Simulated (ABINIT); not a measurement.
Te2Pt (Moncheite):

```
Pt Te
1.0
     4.01000    0.00000    0.00000
    -2.00500    3.47276    0.00000
     0.00000    0.00000    5.20100
Pt Te
1 2
Cartesian
  0.0000 0.0000 0.0000
  2.0050 1.1576 3.9007
  0.0000 2.3152 1.3002
```

Program: ABINIT 10.8.3 (patched build). Alike in all runs: no spin polarisation; cell as given; smearing fermi-dirac 0.05 eV.

Order these runs on this cell by their pressure, lowest first.
A. level PBEsol; potentials or basis JTH PAW PBE v2.0; k mesh 5 × 5 × 3; cutoff (eV) 544; fine-grid cutoff 1088.46 eV; mesh quality coarse
B. level RPBE; potentials or basis JTH PAW PBE v2.0; k mesh 8 × 8 × 5; cutoff (eV) 544; fine-grid cutoff 1088.46 eV; mesh quality not flagged
C. level r2SCAN; potentials or basis JTH PAW PBE v2.0; k mesh 5 × 5 × 3; cutoff (eV) 653; fine-grid cutoff 1251.72 eV; mesh quality coarse
D. level LDA; potentials or basis JTH PAW LDA v2.0; k mesh 6 × 6 × 4; cutoff (eV) 544; fine-grid cutoff 1088.46 eV; mesh quality not flagged
E. level BLYP; potentials or basis JTH PAW PBE v2.0; k mesh 8 × 8 × 5; cutoff (eV) 544; fine-grid cutoff 1088.46 eV; mesh quality not flagged

D (3.0 GPa), A (5.5 GPa), C (8.3 GPa), B (11.9 GPa), E (16.8 GPa).

Caveats: some runs use coarse meshes; the PAW data sets were made with another functional, which shifts forces and pressure a little (some runs); so large a pressure means that the cell lies far from this level's equilibrium, or that cutoff or potentials fall short (some runs); the potentials were made for another functional, which shifts forces and pressure (some runs).

Runs at the PBE level aren't shown here.
